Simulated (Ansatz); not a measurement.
Relaxing W

The calculation used DFT PBE, scalar-relativistic, plane waves, PAW (Ansatz 0.2.0). Cutoff 420 eV, Γ-centred k mesh, Gaussian smearing, no spin polarisation in the final step.

A relaxed cell is given with its space group left out.

```
W
1.0
     5.07863    0.00000    0.00000
     0.00000    5.07863    0.00000
     0.00000    0.00000    5.07863
W
8
Direct
  0.25000 0.00000 0.50000
  0.75000 0.00000 0.50000
  0.00000 0.50000 0.25000
  0.00000 0.50000 0.75000
  0.50000 0.75000 0.00000
  0.50000 0.25000 0.00000
  0.00000 0.00000 0.00000
  0.50000 0.50000 0.50000
```

Energies count from the standard state of W at the same level.

Question: What space group does it have?

Answer: Pm-3n (No. 223). Conventional cell: a = 5.079 Å. Around W on Wyckoff site c (6 atoms of the primitive cell) lie 2 W at 2.54 Å, 4 W at 2.84 Å and 8 W at 3.11 Å; W on Wyckoff site a (2 atoms of the primitive cell) has 12 W at 2.84 Å.

Question: How far above the standard state of W does it lie?

Answer: 0.09 eV/atom.

Question: Is it a metal?

Answer: Yes, bands cross the Fermi level on the 8×8×8 mesh.

The final run used a 8×8×8 mesh on its 8-atom cell and 0.10 eV smearing. The k mesh leaves about 4 meV/atom of noise in metals. Spin–orbit coupling is left out.

This form isn't the element's structure at ambient conditions.